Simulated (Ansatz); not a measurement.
Input and command of a plane-wave DFT calculation in Ansatz:

```yaml
crystal:
  lattice:
    - [2.656445123, 0.0, 0.0]
    - [-1.3282225615, 2.3005489603, 0.0]
    - [0.0, 0.0, 2.4001384948]
  atoms:
    - { symbol: Si, position: [0.0, 0.0, 0.0] }
basis:
  ecutwfc: 420
kpoints:
  mp_grid: { grid: [24, 24, 22] }
hamiltonian:
  xc: pbe
scf:
  occupations: { method: gaussian, width: 0.15 }
output:
  forces: true
  stress: true
  eigenvalues: true
```

```bash
ansatz run input.yaml --threads 1 --pin off --max-ram 2560MiB --backend cpu --events-out ev --progress --plain --runs-dir out
```

Processor: Intel(R) Xeon(R) Processor @ 2.70GHz, 1 thread, on a host shared with other jobs.

**Question.** Estimate time, memory and problem size.

**Answer.** About 8.2 s on 1 thread of Intel(R) Xeon(R) Processor @ 2.70GHz, with other jobs on the host, peak memory 0.38 GiB. It solves 6 bands at 732 k points (the mesh reduced by the symmetry that the task leaves, which can be less than the crystal's) with about 279 plane waves, in 6 SCF iterations.
